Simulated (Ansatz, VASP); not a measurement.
# SiC: VASP beside Ansatz

Aim: how closely do two programs agree when they are given the same cell, functional and k mesh? The structure shown is the end of the Ansatz relaxation below.

Program: Ansatz 0.2.0. Level of theory: plane waves, with VASP 6.6.1 beside it; single point at PBEsol. Results are calculated unless marked as measured.

## Step 1: The structure

Symmetry: P6_3mc, No. 186, hexagonal system. Conventional cell: a = 3.076 Å, b = 3.076 Å, c = 5.048 Å, α = 90.00°, β = 90.00°, γ = 120.00°. Nearest to Si lie 4 C at 1.88 to 1.90 Å. Nearest to C lie 4 Si at 1.88 to 1.90 Å. Farther neighbours are not listed.

As a file:

```cif
data_structure
_symmetry_space_group_name_H-M 'P6_3mc'
_symmetry_Int_Tables_number 186
_cell_length_a 3.0759
_cell_length_b 3.0759
_cell_length_c 5.0477
_cell_angle_alpha 90.000
_cell_angle_beta 90.000
_cell_angle_gamma 120.000
_cell_volume 41.36
loop_
_atom_site_label
_atom_site_type_symbol
_atom_site_symmetry_multiplicity
_atom_site_Wyckoff_symbol
_atom_site_fract_x
_atom_site_fract_y
_atom_site_fract_z
_atom_site_occupancy
Si1 Si 2 b 0.33333 0.66667 0.00091 1
C1 C 2 b 0.66667 0.33333 0.12509 1
```

## Step 2: Ansatz: relaxation, PBEsol

Ansatz runs on its PAW soft_1 files.

This run makes the geometry at which the two programs are then compared.

File input.yaml:

```yaml
crystal:
  lattice:
    - [3.075907, 0.0, 0.0]
    - [-1.5379535, 2.6638136017, 0.0]
    - [0.0, 0.0, 5.047674]
  atoms:
    - { symbol: Si, position: [0.3333333, 0.6666667, 0.0009131] }
    - { symbol: Si, position: [0.6666667, 0.3333333, 0.5009131] }
    - { symbol: C, position: [0.6666667, 0.3333333, 0.1250938] }
    - { symbol: C, position: [0.3333333, 0.6666667, 0.6250938] }
kpoints:
  mp_grid: { grid: [10, 10, 6] }
scf:
  occupations: { method: fermi_dirac, width: 0.02 }
hamiltonian:
  xc: pbesol
  pseudopotentials: { kind: paw, azcp: { folder: soft_1 }, xc_functional: pbe }
basis:
  ecutwfc: 600
output:
  forces: true
  stress: true
relax:
  f_tol: 0.005
  max_steps: 70
  cell: { stress_tol: 0.02, p_target: 0, fix: [a, b, alpha, beta, gamma] }
```

Launch:

```
$ ansatz run input.yaml --threads 8 --pin off --max-ram 18432MiB --backend cpu --events-out ev --progress --plain --runs-dir out
```

Numbers of over 12 decimals in the logs are rounded to 6 here.

The log of the run:

```text
Engine: ansatz 0.2.0, aarch64-unknown-linux-gnu
Pseudopotentials: kind: paw
Pseudopotential: Si, paw, valence charge 4, recommended cutoff 420 eV (normal), soft_1/Si.paw.azcp
Pseudopotential: C, paw, valence charge 4, recommended cutoff 420 eV (normal), soft_1/C.paw.azcp
Functional definition: PBEsol
  exchange = pbesol_x
  correlation = pbesol_c
Crystal: 4 atoms, lattice volume = 41.359 Å³
Basis set: ecut = 600 eV, 1389 PW (Γ), exchange–correlation on 50×50×90 points (8 copies of the dense FFT grid, shifted against one another)
Bands: 12, of which v1, the nominal top of the filled ones, is band 8 counted from 1 (7 counted from 0)
Symmetry: 12 space group operations
Space group: P63mc (ITA 186), of the structure as read, at distance tolerance 3.5e-5 Å
k-points: 56 of 600 (time reversal used)
Non-local potential: Si, projectors of the file, l = 0: 2, l = 1: 2, l = 2: 1
Non-local potential: C, projectors of the file, l = 0: 2, l = 1: 2, l = 2: 1
PAW form: soft (Blöchl's): semilocal exchange-correlation on the pseudo side does not see the compensation charge
PAW frozen core: Si, regenerated for the run's functional, and the local potential with it (the file was generated under x = pbe(κ = 0.804, μ = 0.219515), c = pbe(β = 0.066725))
PAW frozen core: C, regenerated for the run's functional, and the local potential with it (the file was generated under x = pbe(κ = 0.804, μ = 0.219515), c = pbe(β = 0.066725))
PAW one-centre angular grid: Si, 110 points (default); XC on 64 Gauss nodes
PAW one-centre angular grid: C, 110 points (default); XC on 64 Gauss nodes
Initial density: superposition of atomic densities (chi_scale 0.1, normalization cell, long waves kept (reshape's long-wave potential 0.00 eV rms))
Initial wavefunctions: pseudopotential atomic-orbital guess
Functional: x = pbesol(κ = 0.804, μ = 0.123457), c = pbesol(β = 0.046)
SCF iter   1: F=—  HF=-1740.295836 eV  |F-HF|=—  |Δ(HF+E_count)|=         —  Δρ=1.34e-1  dr2=9.00e0  ethr=3.10e-3  ⟨swp⟩=6.0  Hψ=4861  notcnv=0
preconditioner: auto → none  [insulator: Δε(μ)=4.348 eV  Ē_g=12.714 eV  σ=0.020 eV  W_gap=1.00  n_scr=2 (ndim 8)  ℏωp=23.1 eV  f_vac=0.000  D(μ)=0.00/eV (n_scr^D=0)  ε∞_Penn≈4.3]
SCF iter   2: F=—  HF=-1737.579050 eV  |F-HF|=—  |Δ(HF+E_count)|=    2.72e0  Δρ=4.74e-2  dr2=5.67e-1  ethr=3.10e-3  ⟨swp⟩=4.1  Hψ=2198  notcnv=0
SCF iter   3: F=—  HF=-1737.427221 eV  |F-HF|=—  |Δ(HF+E_count)|=   1.52e-1  Δρ=1.87e-2  dr2=7.38e-2  ethr=3.10e-3  ⟨swp⟩=2.4  Hψ=1483  notcnv=0
SCF iter   4: F=—  HF=-1737.415539 eV  |F-HF|=—  |Δ(HF+E_count)|=   1.17e-2  Δρ=1.47e-3  dr2=5.66e-4  ethr=4.61e-4  ⟨swp⟩=2.0  Hψ=895  notcnv=0
SCF iter   5: F=—  HF=-1737.415695 eV  |F-HF|=—  |Δ(HF+E_count)|=   1.56e-4  Δρ=2.04e-4  dr2=6.08e-6  ethr=3.54e-6  ⟨swp⟩=2.6  Hψ=1159  notcnv=0
SCF iter   6: F=—  HF=-1737.415698 eV  |F-HF|=—  |Δ(HF+E_count)|=   3.44e-6  Δρ=6.49e-5  dr2=9.52e-7  ethr=3.80e-8  ⟨swp⟩=2.0  Hψ=1120  notcnv=0
SCF iter   7: F=-1737.415698 eV  HF=-1737.415698 eV  |F-HF|=2.15e-8  |Δ(HF+E_count)|=   2.98e-7  Δρ=1.56e-5  dr2=4.74e-8  ethr=6.25e-10  ⟨swp⟩=3.3  Hψ=2842  notcnv=0
SCF 1 converged in 7 iterations: F = -1737.415698 eV  dr2 = 4.74e-8
  greatest PAW one-centre occupation: 0.645 electrons in one spin orbital (limit 2), on the C atom at site 3 (counted from 0), in its partial waves of l = 0
relax step   1: F+E_penalty+E_count = -1737.41569803 eV  Δ(F+E_penalty+E_count) = +0.000e0 eV  max|allowed force component| = 3.966e-5 eV/Å  Δτ_max = 0.0000 Å  P = +0.002 GPa  Ω = 41.359 Å³  fix = [a, b, alpha, beta, gamma]  reactions: a +0.001, b +0.001 GPa  (7 SCF iters, dr2 threshold 1.00e-7 eV, accepted)
Initial density: handed on by an earlier stage of this run
Initial wavefunctions: pseudopotential atomic-orbital guess (no wavefunctions were taken with the density)
iter 1 solved again at ethr=7.32e-8 eV; its pass at ethr=3.10e-3 eV (dr2=1.17e-5 eV) is discarded
SCF iter   1: F=—  HF=-1737.415698 eV  |F-HF|=—  |Δ(HF+E_count)|=         —  Δρ=1.56e-5  dr2=4.73e-8  ethr=7.32e-8  ⟨swp⟩=3.7  Hψ=7283  notcnv=0
preconditioner: auto → none  [insulator: Δε(μ)=2.283 eV  Ē_g=11.848 eV  σ=0.020 eV  W_gap=1.00  n_scr=2 (ndim 8)  ℏωp=23.1 eV  f_vac=0.000  D(μ)=0.00/eV (n_scr^D=0)  ε∞_Penn≈4.8]
SCF iter   2: F=—  HF=-1737.415698 eV  |F-HF|=—  |Δ(HF+E_count)|=   2.27e-7  Δρ=6.40e-6  dr2=7.65e-9  ethr=2.95e-10  ⟨swp⟩=2.3  Hψ=1113  notcnv=0
SCF iter   3: F=—  HF=-1737.415698 eV  |F-HF|=—  |Δ(HF+E_count)|=   1.53e-9  Δρ=2.15e-6  dr2=1.07e-9  ethr=4.78e-11  ⟨swp⟩=2.1  Hψ=1122  notcnv=0
SCF iter   4: F=—  HF=-1737.415698 eV  |F-HF|=—  |Δ(HF+E_count)|=  2.93e-10  Δρ=1.95e-7  dr2=9.67e-12  ethr=6.66e-12  ⟨swp⟩=2.2  Hψ=1025  notcnv=0
SCF iter   5: F=-1737.415698 eV  HF=-1737.415698 eV  |F-HF|=4.55e-13  |Δ(HF+E_count)|=  4.55e-13  Δρ=2.06e-8  dr2=7.72e-14  ethr=1.00e-12  ⟨swp⟩=5.5  Hψ=2759  notcnv=0
SCF 2 converged in 5 iterations: F = -1737.415698 eV  dr2 = 7.72e-14
relax step   2: F+E_penalty+E_count = -1737.41569804 eV  Δ(F+E_penalty+E_count) = -7.605e-9 eV  max|allowed force component| = 2.718e-5 eV/Å  Δτ_max = 0.0000 Å  P = +0.002 GPa  Ω = 41.359 Å³  fix = [a, b, alpha, beta, gamma]  reactions: a +0.001, b +0.001 GPa  stress off target by 2.86e-3 GPa on what of the cell is left free  SCF on the basis re-selected at this cell (its energy is not comparable with the rows above)  (5 SCF iters)
basis re-selected at this cell: Δ(F+E_penalty+E_count) = -7.605e-9 eV, ΔP = -0.000 GPa vs the last step (what re-selecting the basis moved, of the pressure what is left beyond the Pulay correction that the steps carried, after the strain that the cell walked since its last selection, with what the two solves' SCF thresholds leave and, on support functions, any second-order correction that the steps lacked; it is no m [...]
SCF converged after 5 iterations
Free energy (F): -1737.415698 eV
Harris-Foulkes:  -1737.415698 eV  (|F-HF|=4.55e-13)
Internal energy: -1737.415698 eV  (E = F + TS)
E sigma→0 (E₀):  -1737.415698 eV
Fermi energy:    10.704200 eV
--- Per-component energies (eV) ---
  E_band       = 56.276731
  E_kinetic    = 265.941141
  E_local      = -191.426699  (includes V_loc(G=0)·N_el)
  E_nonlocal   = 90.745432
  E_hartree    = 63.513238
  E_xc         = -209.648435
  E_vxc        = -217.068788  (∫ρ·V_xc dr)
  E_paw        = -1187.787947  (= ΣΔE_a)
  E_vpaw       = -18.940853  (= ΣTr[D̂ρ^β])
  E_aug_tail   = 0.000023  (compensation charges beyond the density's cutoff)
  E_ewald      = -568.857774
  E_core_change = 0.105322  (= ΣΔE_core)
  E_smearing   = -0.000000  (= −TS)
  E_closure    = 0.000000  (closes the sum)
  Σ components = -1737.415698   (vs F -1737.415698, Δ=0.00e0)
--- Forces (eV/Å), atoms counted from 1 ---
  atom   1  Si     0.00000000    -0.00000000     0.00002724
  atom   2  Si    -0.00000000     0.00000000     0.00002724
  atom   3  C      0.00000000     0.00000000    -0.00002711
  atom   4  C     -0.00000000    -0.00000000    -0.00002711
  max |Σ_I F_I| component: 2.57e-7 eV/Å
--- Stress (GPa, compression-positive) ---
        0.001177      -0.000000       0.000000
       -0.000000       0.001177       0.000000
       -0.000000       0.000000       0.002856
  P = ⅓ Tr σ = 0.0017 GPa (0.017 kbar)
--- Relaxed structure (1 steps of the walk, 1 accepted, 1 SCFs on fresh bases) ---
  F+E_penalty+E_count = -1737.41569804 eV   max|allowed force component| = 2.718e-5 eV/Å   (the final SCF, on the basis selected at the relaxed cell)
  cell:  # Å, volume = 41.3588 Å³
    - [3.075907, 0.0, 0.0]
    - [-1.537954, 2.663814, 0.0]
    - [0.0, 0.0, 5.047674]
  atoms:
    - { symbol: Si, position: [0.333333, 0.666667, 0.0009131] }
    - { symbol: Si, position: [0.666667, 0.333333, 0.5009131] }
    - { symbol: C, position: [0.666667, 0.333333, 0.125094] }
    - { symbol: C, position: [0.333333, 0.666667, 0.6250938] }
```

## Step 3: VASP: single point, PBEsol, pair 1

The same cell, functional, mesh and smearing now go to VASP, with its own data sets.

Lines of VASP's logs that name or quote its potential files are left out, and so is its time.

File INCAR:

```
SYSTEM = SiC
PREC = Accurate
ENCUT = 600
EDIFF = 1E-06
NELM = 120
ISMEAR = -1
SIGMA = 0.02
LREAL = .FALSE.
ALGO = Normal
GGA = PS
NBANDS = 14
LORBIT = 11
LWAVE = .FALSE.
LCHARG = .FALSE.
ISIF = 2
LASPH = .TRUE.
GGA_COMPAT = .FALSE.
EFERMI = MIDGAP
```

File POSCAR:

```
SiC
1.0
    3.0759070000      0.0000000000      0.0000000000
   -1.5379535000      2.6638136017      0.0000000000
    0.0000000000      0.0000000000      5.0476740000
Si C
2 2
Direct
    0.3333333333      0.6666666667      0.0009131000
    0.6666666667      0.3333333333      0.5009131000
    0.6666666667      0.3333333333      0.1250938000
    0.3333333333      0.6666666667      0.6250938000
```

File KPOINTS:

```
Automatic mesh
0
Gamma
10 10 6
0 0 0
```

The projector-augmented-wave data sets are Si and C (PBE family, release 64).

Launch:

```
$ mpirun -np 1 vasp_std
```

The log of the run:

```text
[banner, memory and clock lines left out]
running    1 mpi-ranks, on    1 nodes
 distrk:  each k-point on    1 cores,    1 groups
 distr:  one band on    1 cores,    1 groups

 POSCAR found type information on POSCAR SiC
 POSCAR found :  2 types and       4 ions
|                                                                             |
|               ----> ADVICE to this user running VASP <----                  |
|                                                                             |
|     You enforced a specific xc type in the INCAR file but a different       |
|     [... a line on the potential file left out ...]
|     I HOPE YOU KNOW WHAT YOU ARE DOING!                                     |
|                                                                             |

 LDA part: xc-table for (Slater+PW92), standard interpolation
 POSCAR, INCAR and KPOINTS ok, starting setup
 FFT: planning ... GRIDC
 FFT: planning ... GRID_SOFT
 FFT: planning ... GRID
 WAVECAR not read
 entering main loop
       N       E                     dE             d eps       ncg     rms          rms(c)
DAV:   1     0.302480080485E+02    0.30248E+02   -0.77357E+03  1568   0.113E+03
DAV:   2    -0.324568804318E+02   -0.62705E+02   -0.56986E+02  2202   0.179E+02
DAV:   3    -0.354064702685E+02   -0.29496E+01   -0.29327E+01  2162   0.363E+01
DAV:   4    -0.354335951441E+02   -0.27125E-01   -0.27119E-01  1772   0.421E+00
DAV:   5    -0.354339360535E+02   -0.34091E-03   -0.34088E-03  2156   0.443E-01    0.124E+01
DAV:   6    -0.319687185264E+02    0.34652E+01   -0.78838E+00  2024   0.171E+01    0.568E+00
DAV:   7    -0.318553710575E+02    0.11335E+00   -0.10049E+00  2152   0.619E+00    0.239E+00
DAV:   8    -0.318273484391E+02    0.28023E-01   -0.56178E-02  1868   0.155E+00    0.573E-01
DAV:   9    -0.318242235772E+02    0.31249E-02   -0.75145E-03  1982   0.591E-01    0.119E-01
DAV:  10    -0.318243486529E+02   -0.12508E-03   -0.55728E-04  1958   0.159E-01    0.533E-02
DAV:  11    -0.318243526014E+02   -0.39485E-05   -0.36625E-05  1952   0.486E-02    0.115E-02
DAV:  12    -0.318243529402E+02   -0.33881E-06   -0.23356E-06  1870   0.106E-02
   1 F= -.31824353E+02 E0= -.31824353E+02  d E =0.000000E+00
```

Parts of OUTCAR (step 3):

```text
ion  position               nearest neighbor table
   1  0.333  0.667  0.001-   3 1.88   3 1.88   3 1.88   4 1.90   2 3.09   2 3.09   2 3.09   2 3.09
                             2 3.09   2 3.09
   2  0.667  0.333  0.501-   4 1.88   4 1.88   4 1.88   3 1.90   1 3.09   1 3.09   1 3.09   1 3.09
                             1 3.09   1 3.09
   3  0.667  0.333  0.125-   1 1.88   1 1.88   1 1.88   2 1.90
   4  0.333  0.667  0.625-   2 1.88   2 1.88   2 1.88   1 1.90

  LATTYP: Found a hexagonal cell.
 ALAT       =     3.0759070000
 C/A-ratio  =     1.6410359611

 Subroutine GETGRP returns: Found 12 space group operations
 (whereof  6 operations were pure point group operations)

The static configuration has the point symmetry C_3v.
 The point group associated with its full space group is C_6v.

 Found     56 irreducible k-points:

   k-points           NKPTS =     56   k-points in BZ     NKDIM =     56   number of bands    NBANDS=     14

   dimension x,y,z NGX =    28 NGY =   28 NGZ =   40
   dimension x,y,z NGXF=    56 NGYF=   56 NGZF=   80

   ENCUT  =  600.0 eV  44.10 Ry    6.64 a.u.   6.14  6.14 10.08*2*pi/ulx,y,z

   NELECT =      16.0000    total number of electrons

 k-points in reciprocal lattice and weights: Automatic mesh
   0.00000000  0.00000000  0.00000000       0.002
   0.10000000 -0.00000000  0.00000000       0.010
   0.20000000 -0.00000000  0.00000000       0.010
   0.30000000 -0.00000000  0.00000000       0.010
   0.40000000 -0.00000000  0.00000000       0.010
   0.50000000 -0.00000000  0.00000000       0.005
   0.10000000  0.10000000  0.00000000       0.010
   0.20000000  0.10000000  0.00000000       0.020
   0.30000000  0.10000000  0.00000000       0.020
[...]
0.40000000  0.20000000  0.50000000       0.010
   0.30000000  0.30000000  0.50000000       0.010

 average (electrostatic) potential at core
       1 -80.1138       2 -80.1138       3 -44.9337       4 -44.9337

 E-fermi :   9.3456

 k-point     1 :       0.0000    0.0000    0.0000
  band No.  band energies     occupation
    ...
      4       6.8870      2.00000
      5       6.8870      2.00000
      6       8.0967      2.00000
      7       8.2093      2.00000
      8       8.2094      2.00000
      9      12.9503      0.00000
     10      14.3622      0.00000
     11      14.8042      0.00000
     12      14.8042      0.00000
     13      15.8890      0.00000
    ...

 k-point     2 :       0.1000   -0.0000    0.0000
  band No.  band energies     occupation
    ...
      4       5.9325      2.00000
      5       6.5893      2.00000
      6       7.5621      2.00000
      7       7.9792      2.00000
      8       8.1120      2.00000
      9      13.4078      0.00000
     10      14.3589      0.00000
     11      14.9111      0.00000
     12      15.1573      0.00000
     13      16.0363      0.00000
    ...

 k-point     3 :       0.2000   -0.0000    0.0000
  band No.  band energies     occupation
    ...
      4       4.0285      2.00000
      5       5.9769      2.00000
      6       6.0911      2.00000
      7       7.5483      2.00000
      8       7.8006      2.00000
      9      12.6505      0.00000
     10      14.6704      0.00000
     11      15.2174      0.00000
     12      15.7446      0.00000
     13      15.8246      0.00000
    ...

  Total        0.0597363      0.0597363      0.0584293      0.0000000      0.0000000      0.0000000
  in kB        2.3140929      2.3140929      2.2634595      0.0000000      0.0000000      0.0000000
  external PRESSURE =       2.2972151 kB  Pullay stress =       0.0000000 kB

  energy-cutoff  :      600.00
  volume of cell :       41.36
      direct lattice vectors                 reciprocal lattice vectors
     3.075907000  0.000000000  0.000000000     0.325107359  0.187700821  0.000000000
    -1.537953500  2.663813602  0.000000000     0.000000000  0.375401642  0.000000000
     0.000000000  0.000000000  5.047674000     0.000000000  0.000000000  0.198111051

 POSITION                                       TOTAL-FORCE (eV/Angst)
 -----------------------------------------------------------------------------------
     -0.00000      1.77588      0.00461        -0.000000      0.000000     -0.000803
      1.53795      0.88794      2.52845        -0.000000      0.000000     -0.000803
      1.53795      0.88794      0.63143         0.000000      0.000000      0.000803
     -0.00000      1.77588      3.15527        -0.000000     -0.000000      0.000803
 -----------------------------------------------------------------------------------
    total drift:                               -0.000000      0.000000      0.000169

  FREE ENERGIE OF THE ION-ELECTRON SYSTEM (eV)
  ---------------------------------------------------
  free  energy   TOTEN  =       -31.8243529402 eV

  energy  without entropy=      -31.8243529402  energy(sigma->0) =      -31.82435294

 total charge
# of ion       s       p       d       tot
------------------------------------------
    1        0.709   0.969   0.000   1.678
    2        0.709   0.969   0.000   1.678
    3        0.832   1.702   0.000   2.534
    4        0.832   1.702   0.000   2.534
--------------------------------------------------
tot          3.082   5.343   0.000   8.425

[... 3 further parts left out ...]
```

The run ends at a pressure of 0.23 GPa, with forces up to 8.0e-4 eV/Å.

## Step 4: Differences

Known differences besides the potentials themselves: Ansatz makes its cores anew for this functional, VASP keeps those of its PBE data sets; Ansatz's pressure holds a Pulay correction, VASP's none. Total energies have different zeros and are not compared.

Both answers:

| quantity | Ansatz | VASP | difference |
| --- | --- | --- | --- |
| pressure (GPa) | 0.00 | 0.23 | -0.23 |
| gap on the k mesh (eV) | 2.283 | 2.272 | +0.011 |

A gap on the mesh is an upper bound, since the band edges may lie between its points.

## Step 5: Ansatz: relaxation, PBEsol

This run makes the geometry at which the two programs are then compared. The cell compared in this pair holds 39.90 Å³, against 41.36 Å³ for the pair before.

The structure compared here is the end of the Ansatz relaxation.

input.yaml: that of step 2 with these lines changed.

```diff
@@ -2,5 +2,5 @@
   lattice:
-    - [3.075907, 0.0, 0.0]
-    - [-1.5379535, 2.6638136017, 0.0]
-    - [0.0, 0.0, 5.047674]
+    - [3.01438886, 0.0, 0.0]
+    - [-1.50719443, 2.6105373296, 0.0]
+    - [0.0, 0.0, 5.108246088]
   atoms:
@@ -22,2 +22,6 @@
   stress: true
+  write_density: true
+  write_potential: true
+  elf: true
+  volumetric_format: npy
 relax:
```

Launch:

```
$ ansatz run input.yaml --threads 8 --pin off --max-ram 18432MiB --backend cpu --events-out ev --progress --plain --runs-dir out
```

The log of the run:

```text
[...]
Crystal: 4 atoms, lattice volume = 40.198 Å³
Basis set: ecut = 600 eV, 1305 PW (Γ), exchange–correlation on 50×50×90 points (8 copies of the dense FFT grid, shifted against one another)
Bands: 12, of which v1, the nominal top of the filled ones, is band 8 counted from 1 (7 counted from 0)
Symmetry: 12 space group operations
[...]
k-points: 56 of 600 (time reversal used)
[...]
--- Relaxed structure (5 steps of the walk, 5 accepted, 1 SCFs on fresh bases) ---
[...]
cell:  # Å, volume = 39.8979 Å³
    - [3.014389, 0, 0]
    - [-1.507194, 2.610537, 0]
    - [0, 0, 5.070155]
  atoms:
    - { symbol: Si, position: [0.333333, 0.666667, -0.000597119] }
    - { symbol: Si, position: [0.666667, 0.333333, 0.499403] }
    - { symbol: C, position: [0.666667, 0.333333, 0.126604] }
    - { symbol: C, position: [0.333333, 0.666667, 0.626604] }
[key lines of the parts left out:]
SCF converged after 4 iterations
Free energy (F): -1737.350724 eV
Fermi energy:    11.116088 eV
P = ⅓ Tr σ = 8.7029 GPa (87.029 kbar)
```

(Part 1 of 2 ends here.)

[Lines on the potential files, build, host, timing and source positions are cut from VASP's logs without a mark.]

[Logs are printed without paths, hosts, clocks, repeated set-up lines and the standing remarks that a program may print on its own settings, such as how far it seeks lower states.]

[Hosts, paths, dates, database ids (printed as entryN), source tags and the programs' standing remarks are cut or masked in the printed files.]
